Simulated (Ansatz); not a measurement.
## Where B_Si puts its levels in the gap of SiO2 (P3_121)

Charge states of B_Si in SiO2 (P3_121), set against the band edges. Model: a cell of 72 host atoms with 1 Si taken out and 1 B put in.

Main program and level: Ansatz 0.2.0; place-levels on r2SCAN runs: charge-transition levels and formation energies with image-charge correction and potential alignment at the atomic sites; PAW set soft_1.

## 1. Starting point

The cell holds 72 atoms: 23 Si, 48 O and 1 B. Its edges and angles: a = 9.842 Å, b = 9.842 Å, c = 10.833 Å, α = 90.0°, β = 90.0°, γ = 120.0°. It derives from SiO2 (space group P3_121). Nearest the centre at fractional (0.266, 0.266, 0.500): B10 at 0.00 Å, O9 at 1.61 Å, O14 at 1.61 Å, O16 at 1.62 Å, O4 at 1.62 Å, Si30 at 3.06 Å, Si38 at 3.06 Å, Si12 at 3.06 Å.

Known beforehand: the electronic dielectric constant, (2.49, 2.49, 2.52), and the static one, (4.64, 4.64, 4.86), computed on the host (DFPT, PBEsol, on the r2SCAN cell), and a cell off the functional's own equilibrium shifts the ionic part.

The cell's shortest repeat is 9.8 Å.

## 2. What was run first

A transition level is the Fermi level at which two charge states cost the same, so each charge needs its own total energy, at its own relaxed structure.

Each atom starts 0.05 Å or so off its site in a random direction: a symmetric start keeps its symmetry, and would miss off-centre moves and Jahn–Teller distortions. Forces are taken at one point at (¼, ¼, ¼). The cell holds 1 electron more than the neutral one, with a uniform background that keeps it neutral on the whole.

The sampling was tested on the host first: at the k-points planned (1x1x1 shifted 0.25 0.25 0.25) its energy lies 0.000 eV an atom from the dense-mesh value, under the bound of 0.02 eV set for this test; that bounds the host's error, not the defect's.

One of the inputs; charge, spin and start change from state to state.

File qm1.relax/input.yaml:

```yaml
crystal:
  lattice:
    - [9.84220413, 0.0, 0.0]
    - [-4.92110207, 8.52359881, 0.0]
    - [0.0, 0.0, 10.83306953]
  atoms:
    - { symbol: Si, position: [0.26551436, 0.26551436, 0.0] }
    - { symbol: Si, position: [0.0, 0.23448564, 0.33333333] }
[... 1 atom line left out ...]
    - { symbol: O, position: [0.13451903, 0.2066065, 0.39229212] }
[... 1 atom line left out ...]
    - { symbol: O, position: [0.07208747, 0.36548097, 0.22562545] }
[... 1 atom line left out ...]
    - { symbol: O, position: [0.36548097, 0.07208747, 0.27437455] }
    - { symbol: O, position: [0.42791253, 0.2933935, 0.44104122] }
    - { symbol: B, position: [0.26551436, 0.26551436, 0.5] }
[... 1 atom line left out ...]
    - { symbol: Si, position: [0.23448564, 0.0, 0.66666667] }
[... 1 atom line left out ...]
    - { symbol: O, position: [0.2933935, 0.42791253, 0.55895878] }
    - { symbol: O, position: [0.07208747, 0.36548097, 0.72562545] }
    - { symbol: O, position: [0.2066065, 0.13451903, 0.60770788] }
    - { symbol: O, position: [0.36548097, 0.07208747, 0.77437455] }
[... 8 atom lines left out ...]
    - { symbol: O, position: [0.36548097, 0.57208747, 0.27437455] }
[... 3 atom lines left out ...]
    - { symbol: Si, position: [0.23448564, 0.5, 0.66666667] }
[... 1 atom line left out ...]
    - { symbol: O, position: [0.2933935, 0.92791253, 0.55895878] }
[... 1 atom line left out ...]
    - { symbol: O, position: [0.2066065, 0.63451903, 0.60770788] }
    - { symbol: O, position: [0.36548097, 0.57208747, 0.77437455] }
[... 2 atom lines left out ...]
    - { symbol: Si, position: [0.5, 0.23448564, 0.33333333] }
[... 3 atom lines left out ...]
    - { symbol: O, position: [0.57208747, 0.36548097, 0.22562545] }
[... 2 atom lines left out ...]
    - { symbol: O, position: [0.92791253, 0.2933935, 0.44104122] }
[... 5 atom lines left out ...]
    - { symbol: O, position: [0.57208747, 0.36548097, 0.72562545] }
[... 20 atom lines left out ...]
    - { symbol: O, position: [0.92791253, 0.7933935, 0.94104122] }
  host:
    repeats: [2, 2, 2]
    atoms:
      - { symbol: Si, position: [0.53102872, 0.53102872, 0.0] }
      - { symbol: Si, position: [0.0, 0.46897128, 0.66666667] }
      # ... 7 more atoms of the perfect host
total_charge: -1
basis:
  ecutwfc: 500
  xc_grid: 2
hamiltonian:
  xc: r2scan
  pseudopotentials: { kind: paw, azcp: { folder: soft_1 } }
kpoints:
  mp_grid: { grid: [1, 1, 1], shift: [0.25, 0.25, 0.25] }
scf:
  occupations: { method: fixed }
  max_iter: 80
output:
  forces: true
  charged_corrections:
    epsilon: [2.49, 2.49, 2.52]
    static_epsilon: [4.64, 4.64, 4.86]
    defect_position: [0.265514, 0.265514, 0.5]
relax:
  f_tol: 0.02
  max_steps: 80
  random_displacement: { amplitude: 0.05, seed: 954 }
checkpoint:
  write: "../qm1.relax.run"
  compress: false
  write_wavefunctions: true
  write_every: 100000
```

Started as:

```
ansatz run input.yaml --threads 8 --pin off --max-ram 22609MiB --backend cpu --events-out ev --progress --plain --runs-dir out
```

The relaxed structure is kept and the sampling changed to a 2×2×2 shifted mesh.

The run of this state that the levels use, under r2SCAN:

File qm1.point/input.yaml:

```yaml
crystal:
  checkpoint: "../qm1.relax.run"
  host: checkpoint
total_charge: -1
basis:
  ecutwfc: 500
  xc_grid: 2
hamiltonian:
  xc: r2scan
  pseudopotentials: { kind: paw, azcp: { folder: soft_1 } }
kpoints:
  mp_grid: { grid: [2, 2, 2], shift: [0.5, 0.5, 0.5] }
scf:
  occupations: { method: fermi_dirac, width: 0.01 }
  max_iter: 80
output:
  forces: true
  eigenvalues: true
  charged_corrections:
    epsilon: [2.49, 2.49, 2.52]
    static_epsilon: [4.64, 4.64, 4.86]
    defect_position: [0.265514, 0.265514, 0.5]
  eigenstates: { localisation: true }
  populations: true
  band_densities: [{ bands: [v1, v1] }, { bands: [c1, c1] }]
  write_density: true
  write_potential: true
  volumetric_format: npy
checkpoint:
  read: "../qm1.relax.run"
  write: "../qm1.point.run"
  compress: false
  write_wavefunctions: false
  write_every: 100000
```

Relaxations under r2SCAN at one point at (¼, ¼, ¼); times on 8 threads of Arm Neoverse V2, shared host:

```
charge  moment (μB)  occupations        outcome  steps  largest displacement against the far atoms (Å)     time
    −1            0        fixed      converged      6                                            0.17     73 s
     0            1        fixed      converged     10                                            0.17  4.7 min
    +1            0        fixed  not converged      -                                               -     48 s
    +1            0  fermi-dirac      converged      7                                            0.20  1.9 min
    +1            2        fixed      converged     17                                            0.34  7.9 min
```

Single points under r2SCAN at a 2×2×2 shifted mesh; times on 8 threads of Arm Neoverse V2, shared host:

```csv
charge,moment (μB),occupations,outcome,time
−1,0,fermi-dirac,converged,62 s
0,1,fermi-dirac,converged,2.9 min
+1,0,fermi-dirac,converged,99 s
+1,2,fermi-dirac,converged,3.2 min
```

Distances (Å) from B10 to the nearest atoms after relaxation with r2SCAN:

```
charge  moment (μB)      1.      2.      3.      4.       5.       6.
    −1            0  O 1.47  O 1.47  O 1.48  O 1.48  Si 2.90  Si 2.90
     0            1  O 1.44  O 1.44  O 1.48  O 1.48  Si 2.92  Si 2.92
    +1            0  O 1.46  O 1.46  O 1.46  O 1.46  Si 2.95  Si 2.95
    +1            2  O 1.44  O 1.44  O 1.46  O 1.46  Si 2.97  Si 2.99
```

## 3. Levels against the band edges, r2SCAN

A charged cell interacts with its images and the background, and its potential has another zero than the host's. place-levels removes the first by a point-charge model, screened by the static dielectric constant since the ions have relaxed around the charge, and the second by comparing potentials at atoms far from the defect.

The host is a run of the defect-free crystal in the same cutoffs, grids and k-points, so that basis and sampling errors cancel in part in the differences. The host is run in a cell of 9 atoms on a matching mesh. Its band edges are searched through the zone by a band path, so the gap is smaller than, or equal to, that on the mesh. Chemical potentials are energies per atom of Si (diamond) and B (alpha-rhombohedral (B12)), run with the same functional and cutoff.

File levels.point.yaml:

```yaml
host:
  run: host.point.run
states: [qm1.point.run, q0_M1.point.run, qp1.point.run, qp1_M2.point.run]
geometry_from:
  qm1.point.run: qm1.relax.run
  q0_M1.point.run: q0_M1.relax.run
  qp1.point.run: qp1.relax_smeared.run
  qp1_M2.point.run: qp1_M2.relax.run
  host.point.run: host.relax.run
chemical_potentials:
  Si:
    energy: -639.06578
    dataset: <sha256 of the dataset>
  B:
    energy: -156.554104
    dataset: <sha256 of the dataset>
epsilon: [2.49, 2.49, 2.52]
static_epsilon: [4.64, 4.64, 4.86]
vertical:
  - { from: qm1.point.run, to: qm1.point_neutral.run }
  - { from: qp1.point.run, to: qp1.point_neutral.run }
  - { from: qp1_M2.point.run, to: qp1_M2.point_neutral.run }
```

Started as:

```
ansatz place-levels levels.point.yaml -- --threads 8 --pin off --max-ram 22609MiB
```

Numbers of over 12 decimals in the logs are rounded to 6 here.

The log of the run:

```text
[... repeated set-up lines and file paths are left out, and long positions are rounded to six places ...]
(+1/0) 0.000 eV above the valence edge (-0.105 eV without the band-filling correction), 6.602 eV under the conduction edge
(0/-1) 1.132 eV above the valence edge, 5.470 eV under the conduction edge
formation energy of charge +1: +4.743 eV with the Fermi level at the valence edge
formation energy of charge 0: +4.743 eV with the Fermi level at the valence edge
formation energy of charge -1: +5.875 eV with the Fermi level at the valence edge
vertical -1 to 0: no energy, since no alignment is typed
  the change from vertical[0].from (qm1.point.run) to vertical[0].to (qm1.point_neutral.run): by its potential at epsilon [2.49, 2.49, 2.52] it stands at 0.257 0.257 0.499, with an rms radius of about 2.7 Å (1.4 1.4 1.9 Å across the planes of the cell's [...]
vertical +1 to 0: no energy, since no alignment is typed
  the change from vertical[1].from (qp1.point.run) to vertical[1].to (qp1.point_neutral.run): by its potential at epsilon [2.49, 2.49, 2.52] it stands at 0.311 0.315 0.498, with an rms radius of about 4.8 Å (2.3 2.4 3.5 Å across the planes of the cell's [...]
vertical +1 to 0: no energy, since no alignment is typed
  the change from vertical[2].from (qp1_M2.point.run) to vertical[2].to (qp1_M2.point_neutral.run): by its potential at epsilon [2.49, 2.49, 2.52] it stands at 0.294 0.289 0.493, with an rms radius of about 2.7 Å (1.5 1.3 1.8 Å across the planes of the cell's [...]
  edges by r2scan, gap 6.602 eV; the host is sampled to repeats of 19.68 Å
  the defect's cells are sampled to repeats of 19.68 Å, like sampling
  charge +1: -42237.0533 eV with its correction of +0.209 eV, at epsilon [4.64, 4.64, 4.86], aligned at sites: -0.2393 eV, mean over 31 atomic sites at or beyond 4.92 Å from the defect at [0.2655, 0.2655, 0.5000], with -0.006511 for the charge's moments and [...]
  charge 0: +0.000 eV for its dipole among its images, +0.000 omitted
  charge -1: -42232.0064 eV with its correction of +0.516 eV, at epsilon [4.64, 4.64, 4.86], aligned at sites: -0.0680 eV, mean over 31 atomic sites at or beyond 4.92 Å from the defect at [0.2655, 0.2655, 0.5000], with +0.004037 for the charge's moments and [...]
  charge +1: states[2] (qp1.point.run) stands 0.230 eV higher, with a moment of 0.00 μB against 2.00
  states[2] (qp1.point.run): levels filled in part (TS 0.020 eV): its energy is of no whole electron's
  of states[3] (qp1_M2.point.run): a band-filling correction moves a carrier to the host's band edge, which changes its energy by -0.105 eV; its displacements don't fall off away from the defect: farther atoms stand 0.065 Å off the host's places. [...]
  of states[1] (q0_M1.point.run): its displacements don't fall off away from the defect: farther atoms stand 0.08 Å off the host's places. [...]
  of states[0] (qm1.point.run): its alignment with the host at atomic sites is doubtful: the mean over the far sites moves by -0.0559 eV from their farther parts to their nearer, more than 0.05 eV. [...]
  of states[2] (qp1.point.run): it parts from the run at its places by a charge that spreads by about 3.5 Å along one vector (1.9 Å or more is wide), by its potential at epsilon [2.49, 2.49, 2.52], taken for that of held ions (one typed too small widens it), [...]
  of vertical[0].from (qm1.point.run): its displacements don't fall off away from the defect: farther atoms stand 0.075 Å off the host's places. [...]
  of vertical[0].to (qm1.point_neutral.run): its displacements don't fall off away from the defect: farther atoms stand 0.075 Å off the host's places. [...]
  vertical[1].from (qp1.point.run): levels filled in part (TS 0.020 eV): its energy is of no whole electron's
  of vertical[1].from (qp1.point.run): its displacements don't fall off away from the defect: farther atoms stand 0.072 Å off the host's places. [...]
  of vertical[1].to (qp1.point_neutral.run): its displacements don't fall off away from the defect: farther atoms stand 0.072 Å off the host's places. [...]
  of vertical[2].from (qp1_M2.point.run): its displacements don't fall off away from the defect: farther atoms stand 0.065 Å off the host's places. [...]
  of vertical[2].to (qp1_M2.point_neutral.run): its displacements don't fall off away from the defect: farther atoms stand 0.065 Å off the host's places. [...]
```

Run time: 1 s. Hardware: 8 threads of Arm Neoverse V2, shared host.

Levels between the charges placed, in eV above the valence top:

```csv
,gap (eV),(+1/0),(0/−1)
r2SCAN,6.60,0.00,1.13
```

Corrections by state:

```
charge  moment (μB)  image terms and alignment (eV)  band filling (eV)                               ε used  over the lowest of its charge, as the program ranks them, band filling apart (eV)
    +1          2.0                           0.209             -0.105  principal values (4.64, 4.64, 4.86)                                                                              0.000
     0          1.0                           0.000                  -                                    -                                                                              0.000
    −1          0.0                           0.516                  -  principal values (4.64, 4.64, 4.86)                                                                              0.000
    +1          0.0                           0.128                  -  principal values (4.64, 4.64, 4.86)                                                                              0.230
```

The charged structures listed were also run neutral, and place-levels reads from each pair, by the potential or the spins, how wide the charge is by which they differ; that can be the carrier of either run.

```csv
charge,rms radius (Å),spread where it is widest against the cell (Å),wide from (Å),reading
+1,2.7,1.47,1.48,narrow
−1,2.7,1.86,1.88,narrow
```

The neutral runs of these pairs need not share the spin of the lowest neutral state, and very wide values only mean spread over the cell.

From the program's caveats on the states, each cut to its opening words:

- charge +1 (2 μB): a band-filling correction moves a carrier to the host's band edge, which changes its energy by -0.105 eV
- charge +1 (2 μB): its displacements don't fall off away from the defect: farther atoms stand 0.065 Å off the host's places
- charge +1 (2 μB), 0 (1 μB): flagged: stability check not made
- charge 0 (1 μB): its displacements don't fall off away from the defect: farther atoms stand 0.08 Å off the host's places
- charge −1: its alignment with the host at atomic sites is doubtful: the mean over the far sites moves by -0.0559 eV from their farther parts to their nearer, more than [...]
- charge −1: its displacements don't fall off away from the defect: farther atoms stand 0.075 Å off the host's places
- charge +1: it parts from the run at its places by a charge that spreads by about 3.5 Å along one vector (1.9 Å or more is wide), by its potential at epsilon [2.49, 2.49, [...]
- charge +1: its alignment with the host at atomic sites is doubtful: the mean over the far sites moves by +0.0700 eV from their farther parts to their nearer, more than [...]
- charge +1: its displacements don't fall off away from the defect: farther atoms stand 0.072 Å off the host's places

The host's formation energy from the elements is -3.018 eV per atom; it sets how far the chemical potentials can move.

Limit set by the element alone; other compounds of these elements are not counted. Chemical potentials from the elements' reference states: O 0.00 eV, Si -9.06 eV, B 0.00 eV. Formation energies (O-rich), with the Fermi level at the valence top and at the conduction bottom (gap 6.60 eV):

```csv
charge,at valence top (eV),at conduction bottom (eV),correction included (eV)
+1,-4.31,2.29,0.10
0,-4.31,-4.31,0.00
−1,-3.18,-9.78,0.52
```

```
Fermi level (eV)  lowest formation energy (eV)
            0.00                         -4.31
            0.60                         -4.31
            1.20                         -4.38
            1.80                         -4.98
            2.40                         -5.58
            3.00                         -6.18
            3.60                         -6.78
            4.20                         -7.38
            4.80                         -7.98
            5.40                         -8.58
            6.00                         -9.18
            6.60                         -9.78
```

Limit set by the element alone; other compounds of these elements are not counted. Chemical potentials from the elements' reference states: Si 0.00 eV, O -4.53 eV, B 0.00 eV. Formation energy by charge state (Si-rich; gap 6.60 eV):

| charge | at valence top (eV) | at conduction bottom (eV) | correction included (eV) |
| --- | --- | --- | --- |
| +1 | 4.74 | 11.34 | 0.10 |
| 0 | 4.74 | 4.74 | 0.00 |
| −1 | 5.87 | -0.73 | 0.52 |

(Fermi level (eV), lowest formation energy (eV)): (0.00, 4.74), (0.60, 4.74), (1.20, 4.68), (1.80, 4.08), (2.40, 3.48), (3.00, 2.88), (3.60, 2.27), (4.20, 1.67), (4.80, 1.07), (5.40, 0.47), (6.00, -0.13), (6.60, -0.73)

## 4. Outcome

```yaml
gap_of_the_host: 6.60 eV (r2SCAN)
level_plus_1_over_0: 0.00 eV above the valence top (-0.11 eV above the valence top without the band-filling term)
level_0_minus_1: 1.13 eV above the valence top
lowest_of_the_charges_placed_just_above_the_valence_top_0p02_ev: 0
lowest_of_the_charges_placed_just_below_the_conduction_bottom_0p02_ev: −1
lowest_formation_energy_at_mid_gap_of_the_charges_run_o_rich: -6.48 eV
lowest_formation_energy_at_mid_gap_of_the_charges_run_si_rich: 2.57 eV
```

What this shows: Of the charges placed (−1, 0 and +1), the lowest changes at 1.13 eV (0/−1) above the valence top, in a gap of 6.60 eV. Charges below −1 were not placed, so these runs say nothing of levels that involve them. States placed: +1 at 2 μB and 0 μB; 0 at 1 μB; −1 at 0 μB. Other spin states or structures, where not listed, weren't placed. The program finds carriers beyond a band edge of the host and adds a band-filling term at charge +1 (-0.11 eV); steps to such a charge show no bound level, and a defect level inside a band would be read the same way. B is taken at its element; compounds, which aren't counted here, bound the chemical potentials and would shift these formation energies. The lowest formation energy (O-rich) is negative across the gap, so the defect would form by itself: these chemical potentials lie beyond what competing compounds allow, or the host is unstable against it. The program doubts the alignment of potentials for at least one state, a sign that the cell is small. What this leaves open: r2SCAN makes the gap too small and tends to spread out bound carriers; where a gas molecule sets a chemical potential or the host's formation energy, its binding is uncorrected.

[Logs are printed without paths, hosts, clocks, repeated set-up lines and the standing remarks that a program may print on its own settings, such as how far it seeks lower states.]

[Hosts, paths, dates, database ids (printed as entryN), source tags and the programs' standing remarks are cut or masked in the printed files.]

[Where a table of states has a column of steps, it counts the stored structures, which are thinned; the runs took as many ionic steps or more.]

[A defect's name tells the site on which it was built; relaxed atoms can leave that site.]

[For some hosts the program warned that the k-mesh of the response run may be too coarse for force constants and the static dielectric constant; such warnings are not shown here.]
